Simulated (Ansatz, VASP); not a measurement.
## GaSe4: VASP beside Ansatz

INCAR

```
SYSTEM = GaSe4
PREC = Accurate
ENCUT = 600
EDIFF = 1E-6
ISMEAR = 0
SIGMA = 0.1
LREAL = .False.
LASPH = .True.
NELM = 60
ALGO = Normal
ISIF = 3
LWAVE = .False.
LCHARG = .False.
GGA = PE
IBRION = 2
NSW = 90
EDIFFG = -0.04
```

The input KPOINTS:

```
Automatic mesh
0
Gamma
  4 4 4
  0 0 0
```

Contents of POSCAR:

```
GaSe4
1.0
    5.3528443000      0.0000000000      0.0000000000
    0.0000000000      5.3528443000      0.0000000000
    0.0000000000      0.0000000000      5.3528443000
Ga Se
1 4
Direct
    0.5000000000      0.5000000000      0.5000000000
    0.5000000000      0.0000000000      0.0000000000
    0.0000000000      0.5000000000      0.0000000000
    0.0000000000      0.0000000000      0.5000000000
    0.0000000000      0.0000000000      0.0000000000
```

Input for Ansatz:

```yaml
crystal:
  lattice:
    - [5.3528443, 0.0, 0.0]
    - [0.0, 5.3528443, 0.0]
    - [0.0, 0.0, 5.3528443]
  atoms:
    - { symbol: Ga, position: [0.5, 0.5, 0.5] }
    - { symbol: Se, position: [0.5, 0.0, 0.0] }
    - { symbol: Se, position: [0.0, 0.5, 0.0] }
    - { symbol: Se, position: [0.0, 0.0, 0.5] }
    - { symbol: Se, position: [0.0, 0.0, 0.0] }
basis:
  ecutwfc: 420
kpoints:
  mp_grid: { grid: [4, 4, 4] }
hamiltonian:
  xc: pbe
scf:
  occupations: { method: gaussian, width: 0.1 }
  lower_state_search: "off"
output:
  forces: true
  stress: true
  eigenvalues: true
relax:
  adjacent_minimum: "off"
  f_tol: 0.04
  max_steps: 70
  cell: { stress_tol: 0.4 }
```

Alike in both runs: task relaxation of cell and atoms; functional PBE; k mesh 4 × 4 × 4; occupations gaussian, width 0.1 eV; no spin polarisation.

|  | VASP | Ansatz |
| --- | --- | --- |
| version | VASP 6.6.1 | Ansatz 0.2.0 |
| potentials or method | VASP PAW PBE potentials, release 64 (Ga_d, Se) | scalar-relativistic, plane waves, PAW |
| plane-wave cutoff (eV) | 600 | 420 |
| valence electrons in the cell | 37 | 77 |

VASP gave:

```
gap on the k mesh at the Fermi level, each at its own relaxed structure (eV) : none
relaxed volume (Å³/atom)                                                     : 27.66
relaxed cell length with the largest relative difference (Å)                 : 5.171
energy change over the relaxation (meV/atom)                                 : -32
```

**Question.** Estimate Ansatz's values.

**Answer.** gap on the k mesh at the Fermi level, each at its own relaxed structure (eV): none; relaxed volume (Å³/atom): 27.53; relaxed cell length with the largest relative difference (Å): 5.163; energy change over the relaxation (meV/atom): -32.

A gap of «none» marks a metal or a gap that the smearing closes. The two sets of potentials don't hold the same shells in valence.
